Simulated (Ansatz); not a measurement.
## VN: a sweep of one setting

```xyz
2
Lattice="0.0000 2.0640 2.0640 2.0640 0.0000 2.0640 2.0640 2.0640 0.0000" Properties=species:S:1:pos:R:3 pbc="T T T"
V     0.0000    0.0000    0.0000
N     2.0640    2.0640    2.0640
```

Atom numbers follow the list: V1, N2.

The cell is COD entry 9008765, as deposited and not checked against the literature; nothing was relaxed.

Method: DFT, PBE, PAW with Ansatz's default frozen-core files, scalar-relativistic (Ansatz 0.2.0).

Numerical set-up: a Γ-centred 14×14×14 k mesh, Fermi–Dirac smearing of 0.08 eV, cutoff 420 eV, spin-polarised from start moments V1 1.5 μB (the moments died away, and the run ended non-magnetic). One setting is then changed at a time.

| k mesh | free energy less the base's (meV/atom) | P (GPa) |
| --- | --- | --- |
| 14×14×14 (base) | 0.0 | -2.32 |
| 4×4×4 | -17.4 | -2.31 |
| 7×7×7 | -1.3 | -2.45 |
| 10×10×10 | ? | -2.52 |
| 20×20×20 | ? | -2.36 |

Task: Fill in "free energy less the base's (meV/atom)" for the row "10×10×10".

Result: -3.9.

Task: Fill in "free energy less the base's (meV/atom)" for the row "20×20×20".

Result: -0.5.
